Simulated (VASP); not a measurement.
# WC (Fd-3m) in VASP: further runs, part 2 of 4

VASP 6.6.1. The steps go on from the part before.

## Step 3: Band structure, AM05

The input, POSCAR:

```
WC
1.0
    0.0000000000      2.8868000000      2.8868000000
    2.8868000000      0.0000000000      2.8868000000
    2.8868000000      2.8868000000      0.0000000000
W C
2 2
Direct
    0.5000000000      0.5000000000      0.5000000000
    0.7500000000      0.7500000000      0.7500000000
    0.0000000000      0.0000000000      0.0000000000
    0.2500000000      0.2500000000      0.2500000000
```

The input, INCAR.step1:

```
SYSTEM = WC
ALGO     = Fast           ! electronic algorithm
EDIFF    = 1E-6           ! SCF threshold, eV
ENCUT    = 520            ! plane-wave cutoff, eV
GGA      = AM             ! functional
ISIF     = 2              ! what is computed and relaxed
ISMEAR   = -1             ! smearing method
LASPH    = .TRUE.         ! aspherical terms in the spheres
LCHARG   = .TRUE.         ! write CHGCAR
LMAXMIX  = 4              ! l up to which the mixer works
LREAL    = .FALSE.        ! projectors in reciprocal space
LWAVE    = .FALSE.        ! write WAVECAR
NELM     = 80             ! most SCF steps
PREC     = Accurate       ! precision mode
SIGMA    = 0.05           ! smearing width, eV
```

The input, KPOINTS.step1:

```
k-points
0
G
  6 6 6
  0 0 0
```

The input, INCAR.step2:

```
SYSTEM = WC
ALGO     = Fast           ! electronic algorithm
EDIFF    = 1E-6           ! SCF threshold, eV
ENCUT    = 520            ! plane-wave cutoff, eV
GGA      = AM             ! functional
ICHARG   = 11             ! starting density
ISIF     = 2              ! what is computed and relaxed
ISMEAR   = 0              ! smearing method
LASPH    = .TRUE.         ! aspherical terms in the spheres
LCHARG   = .FALSE.        ! write CHGCAR
LMAXMIX  = 4              ! l up to which the mixer works
LREAL    = .FALSE.        ! projectors in reciprocal space
LWAVE    = .FALSE.        ! write WAVECAR
NELM     = 80             ! most SCF steps
PREC     = Accurate       ! precision mode
SIGMA    = 0.05           ! smearing width, eV
```

The input, KPOINTS.step2:

```
path GXWKGLUWLK,UX
10
line-mode
reciprocal
 0.0000000000  0.0000000000  0.0000000000  G
 0.5000000000  0.0000000000  0.5000000000  X

 0.5000000000  0.0000000000  0.5000000000  X
 0.5000000000  0.2500000000  0.7500000000  W

 0.5000000000  0.2500000000  0.7500000000  W
 0.3750000000  0.3750000000  0.7500000000  K

 0.3750000000  0.3750000000  0.7500000000  K
 0.0000000000  0.0000000000  0.0000000000  G

 0.0000000000  0.0000000000  0.0000000000  G
 0.5000000000  0.5000000000  0.5000000000  L

 0.5000000000  0.5000000000  0.5000000000  L
 0.6250000000  0.2500000000  0.6250000000  U

 0.6250000000  0.2500000000  0.6250000000  U
 0.5000000000  0.2500000000  0.7500000000  W

 0.5000000000  0.2500000000  0.7500000000  W
 0.5000000000  0.5000000000  0.5000000000  L

 0.5000000000  0.5000000000  0.5000000000  L
 0.3750000000  0.3750000000  0.7500000000  K

 0.6250000000  0.2500000000  0.6250000000  U
 0.5000000000  0.0000000000  0.5000000000  X
```

Potentials or basis: VASP PAW PBE potentials, release 64 (W_sv, C).

The run is started by

```
cat potpaw_PBE.64/W_sv/POTCAR potpaw_PBE.64/C/POTCAR > POTCAR
cp INCAR.step1 INCAR
cp KPOINTS.step1 KPOINTS
mpirun -np 1 vasp_std > vasp.out
cp INCAR.step2 INCAR
cp KPOINTS.step2 KPOINTS
mpirun -np 1 vasp_std > vasp.out
```

Wall time 54 s (1 thread of Intel Xeon 6975P-C (Granite Rapids), shared host); peak memory 0.22 GiB.

It converged, with:

```
Band gap along the path : none (metal or under the smearing width)
```

Levels at the corners of the path, in eV from the Fermi level:
| point | band 14 | band 15 | band 16 | band 17 | band 18 | band 19 | band 20 | band 21 | band 22 |
| --- | --- | --- | --- | --- | --- | --- | --- | --- | --- |
| Γ | -3.45 | -3.45 | -2.96 | -2.96 | -2.96 | 1.07 | 1.41 | 1.41 | 1.41 |
| X | -4.34 | -1.71 | -1.71 | -0.39 | -0.39 | -0.23 | -0.23 | 0.38 | 0.38 |
| X | -4.34 | -1.71 | -1.71 | -0.39 | -0.39 | -0.23 | -0.23 | 0.38 | 0.38 |
| W | -3.34 | -2.28 | -2.28 | -0.95 | -0.95 | 0.48 | 0.48 | 1.64 | 1.64 |
| W | -3.34 | -2.28 | -2.28 | -0.95 | -0.95 | 0.48 | 0.48 | 1.64 | 1.64 |
| K | -2.65 | -2.13 | -1.83 | -1.50 | -1.49 | 0.52 | 0.86 | 0.94 | 1.98 |
| K | -2.65 | -2.13 | -1.83 | -1.50 | -1.49 | 0.52 | 0.86 | 0.94 | 1.98 |
| Γ | -3.45 | -3.45 | -2.96 | -2.96 | -2.96 | 1.07 | 1.41 | 1.41 | 1.41 |
| Γ | -3.45 | -3.45 | -2.96 | -2.96 | -2.96 | 1.07 | 1.41 | 1.41 | 1.41 |
| L | -3.33 | -3.33 | -2.37 | 0.43 | 0.43 | 1.56 | 1.56 | 1.65 | 2.37 |
| L | -3.33 | -3.33 | -2.37 | 0.43 | 0.43 | 1.56 | 1.56 | 1.65 | 2.37 |
| U | -2.65 | -2.13 | -1.83 | -1.50 | -1.49 | 0.52 | 0.86 | 0.94 | 1.98 |
| U | -2.65 | -2.13 | -1.83 | -1.50 | -1.49 | 0.52 | 0.86 | 0.94 | 1.98 |
| W | -3.34 | -2.28 | -2.28 | -0.95 | -0.95 | 0.48 | 0.48 | 1.64 | 1.64 |
| W | -3.34 | -2.28 | -2.28 | -0.95 | -0.95 | 0.48 | 0.48 | 1.64 | 1.64 |
| L | -3.33 | -3.33 | -2.37 | 0.43 | 0.43 | 1.56 | 1.56 | 1.65 | 2.37 |
| L | -3.33 | -3.33 | -2.37 | 0.43 | 0.43 | 1.56 | 1.56 | 1.65 | 2.37 |
| K | -2.65 | -2.13 | -1.83 | -1.50 | -1.49 | 0.52 | 0.86 | 0.94 | 1.98 |
| U | -2.65 | -2.13 | -1.83 | -1.50 | -1.49 | 0.52 | 0.86 | 0.94 | 1.98 |
| X | -4.34 | -1.71 | -1.71 | -0.39 | -0.39 | -0.23 | -0.23 | 0.38 | 0.38 |

Caveat: the log is that of the step along the path at fixed density, whose energy, stress, charges and moments have no meaning; the PAW data sets were made with another functional, which shifts forces and pressure a little; spin-orbit coupling is left out, which moves the levels of the heavy elements.

## Step 4: Band structure, PW91

POSCAR is that of step 3.

INCAR.step1, as its differences from that of step 3:

```diff
@@ -4,3 +4,3 @@
 ENCUT    = 520            ! plane-wave cutoff, eV
-GGA      = AM             ! functional
+GGA      = 91             ! functional
 ISIF     = 2              ! what is computed and relaxed
```

KPOINTS.step1 is that of step 3.

INCAR.step2, as its differences from that of step 3:

```diff
@@ -4,3 +4,3 @@
 ENCUT    = 520            ! plane-wave cutoff, eV
-GGA      = AM             ! functional
+GGA      = 91             ! functional
 ICHARG   = 11             ! starting density
```

KPOINTS.step2 is that of step 3.

Potentials or basis: VASP PAW PBE potentials, release 64 (W_sv, C).

The run is started by

```
cat potpaw_PBE.64/W_sv/POTCAR potpaw_PBE.64/C/POTCAR > POTCAR
cp INCAR.step1 INCAR
cp KPOINTS.step1 KPOINTS
mpirun -np 1 vasp_std > vasp.out
cp INCAR.step2 INCAR
cp KPOINTS.step2 KPOINTS
mpirun -np 1 vasp_std > vasp.out
```

OUTCAR:

```text
SYSTEM = WC
   EDIFF = 1E-6
   ENCUT = 520
   GGA = 91
   ICHARG = 11
   ISIF = 2
   ISMEAR = 0
   LASPH = .TRUE.
   LREAL = .FALSE.
   NELM = 80
   PREC = Accurate

 ion  position               nearest neighbor table
   1  0.500  0.500  0.500-   4 2.50   4 2.50   4 2.50   2 2.50   2 2.50   2 2.50   4 2.50   2 2.50

   2  0.750  0.750  0.750-   1 2.50   1 2.50   1 2.50   3 2.50   3 2.50   3 2.50   3 2.50   1 2.50

   3  0.000  0.000  0.000-   2 2.50   2 2.50   2 2.50   2 2.50
   4  0.250  0.250  0.250-   1 2.50   1 2.50   1 2.50   1 2.50

  LATTYP: Found a face centered cubic cell.
[... 796 lines left out ...]
  --------------------------------------------------------------------------------------
  -------------------------------------------------------------------------------------
  Total       -0.2774659     -0.2774659     -0.2774659     -0.0000000      0.0000000     -0.0000000
  in kB       -9.2393238     -9.2393238     -9.2393238     -0.0000000      0.0000000     -0.0000000
  external PRESSURE =      -9.2393238 kB  Pullay stress =       0.0000000 kB

 VOLUME and BASIS-vectors are now :
 -----------------------------------------------------------------------------
  energy-cutoff  :      520.00
  volume of cell :       48.11
      direct lattice vectors                 reciprocal lattice vectors
     0.000000000  2.886800000  2.886800000    -0.173202162  0.173202162  0.173202162
     2.886800000  0.000000000  2.886800000     0.173202162 -0.173202162  0.173202162
     2.886800000  2.886800000  0.000000000     0.173202162  0.173202162 -0.173202162

 POSITION                                       TOTAL-FORCE (eV/Angst)
 -----------------------------------------------------------------------------------
      2.88680      2.88680      2.88680        -0.000000     -0.000000     -0.000000
      4.33020      4.33020      4.33020         0.000000      0.000000      0.000000
      0.00000      0.00000      0.00000         0.000000      0.000000      0.000000
      1.44340      1.44340      1.44340        -0.000000     -0.000000     -0.000000
 -----------------------------------------------------------------------------------
    total drift:                                0.000000     -0.000000     -0.000000

  FREE ENERGIE OF THE ION-ELECTRON SYSTEM (eV)
  ---------------------------------------------------
  free  energy   TOTEN  =       -34.4518963356 eV

  energy  without entropy=      -34.4505875648  energy(sigma->0) =      -34.45124195
```

OSZICAR.step1:

```text
N       E                     dE             d eps       ncg     rms          rms(c)
DAV:   1     0.366776517064E+03    0.36678E+03   -0.21874E+04   704   0.183E+03
DAV:   2    -0.174251360289E+02   -0.38420E+03   -0.37790E+03   770   0.506E+02
DAV:   3    -0.362249023576E+02   -0.18800E+02   -0.18169E+02  1016   0.979E+01
DAV:   4    -0.366447082569E+02   -0.41981E+00   -0.41435E+00   808   0.133E+01
DAV:   5    -0.366601238806E+02   -0.15416E-01   -0.15391E-01   910   0.223E+00    0.293E+01
RMM:   6    -0.355686825972E+02    0.10914E+01   -0.11681E+01   946   0.167E+01    0.116E+01
RMM:   7    -0.349720294255E+02    0.59665E+00   -0.12062E+00   815   0.600E+00    0.836E+00
RMM:   8    -0.350234084408E+02   -0.51379E-01   -0.91863E-01   890   0.456E+00    0.150E+00
RMM:   9    -0.349524383305E+02    0.70970E-01   -0.14292E-01   888   0.201E+00    0.468E-01
RMM:  10    -0.349542771099E+02   -0.18388E-02   -0.46022E-02   983   0.967E-01    0.439E-01
RMM:  11    -0.349556546217E+02   -0.13775E-02   -0.26077E-02  1022   0.613E-01    0.194E-01
RMM:  12    -0.349545563979E+02    0.10982E-02   -0.26707E-03   906   0.289E-01    0.790E-02
RMM:  13    -0.349545019292E+02    0.54469E-04   -0.21181E-03   956   0.190E-01    0.165E-02
RMM:  14    -0.349545108983E+02   -0.89692E-05   -0.18184E-04   891   0.679E-02    0.112E-02
RMM:  15    -0.349545149593E+02   -0.40610E-05   -0.44618E-05   872   0.283E-02    0.103E-02
RMM:  16    -0.349545128927E+02    0.20667E-05   -0.15095E-05   812   0.154E-02    0.217E-03
RMM:  17    -0.349545132578E+02   -0.36510E-06   -0.37266E-06   601   0.793E-03
   1 F= -.34954513E+02 E0= -.34950650E+02  d E =-.772565E-02
```

It took 53 s on 1 thread of Intel Xeon 6975P-C (Granite Rapids), shared host; peak memory 0.22 GiB.

Results:

| Property | Result |
| --- | --- |
| Band gap along the path | none (metal or under the smearing width) |

Levels at the corners of the path, in eV from the Fermi level:
| point | band 16 | band 17 | band 18 | band 19 | band 20 | band 21 |
| --- | --- | --- | --- | --- | --- | --- |
| Γ | -2.91 | -2.91 | -2.91 | 1.09 | 1.38 | 1.38 |
| X | -1.70 | -0.43 | -0.43 | -0.19 | -0.19 | 0.36 |
| X | -1.70 | -0.43 | -0.43 | -0.19 | -0.19 | 0.36 |
| W | -2.32 | -0.93 | -0.93 | 0.49 | 0.49 | 1.64 |
| W | -2.32 | -0.93 | -0.93 | 0.49 | 0.49 | 1.64 |
| K | -1.85 | -1.48 | -1.47 | 0.50 | 0.86 | 0.96 |
| K | -1.85 | -1.48 | -1.47 | 0.50 | 0.86 | 0.96 |
| Γ | -2.91 | -2.91 | -2.91 | 1.09 | 1.38 | 1.38 |
| Γ | -2.91 | -2.91 | -2.91 | 1.09 | 1.38 | 1.38 |
| L | -2.36 | 0.47 | 0.47 | 1.56 | 1.56 | 1.59 |
| L | -2.36 | 0.47 | 0.47 | 1.56 | 1.56 | 1.59 |
| U | -1.85 | -1.48 | -1.47 | 0.50 | 0.86 | 0.96 |
| U | -1.85 | -1.48 | -1.47 | 0.50 | 0.86 | 0.96 |
| W | -2.32 | -0.93 | -0.93 | 0.49 | 0.49 | 1.64 |
| W | -2.32 | -0.93 | -0.93 | 0.49 | 0.49 | 1.64 |
| L | -2.36 | 0.47 | 0.47 | 1.56 | 1.56 | 1.59 |
| L | -2.36 | 0.47 | 0.47 | 1.56 | 1.56 | 1.59 |
| K | -1.85 | -1.48 | -1.47 | 0.50 | 0.86 | 0.96 |
| U | -1.85 | -1.48 | -1.47 | 0.50 | 0.86 | 0.96 |
| X | -1.70 | -0.43 | -0.43 | -0.19 | -0.19 | 0.36 |

Caveat: the log is that of the step along the path at fixed density, whose energy, stress, charges and moments have no meaning; the PAW data sets were made with another functional, which shifts forces and pressure a little; spin-orbit coupling is left out, which moves the levels of the heavy elements.

(Continued in part 3 of 4.)
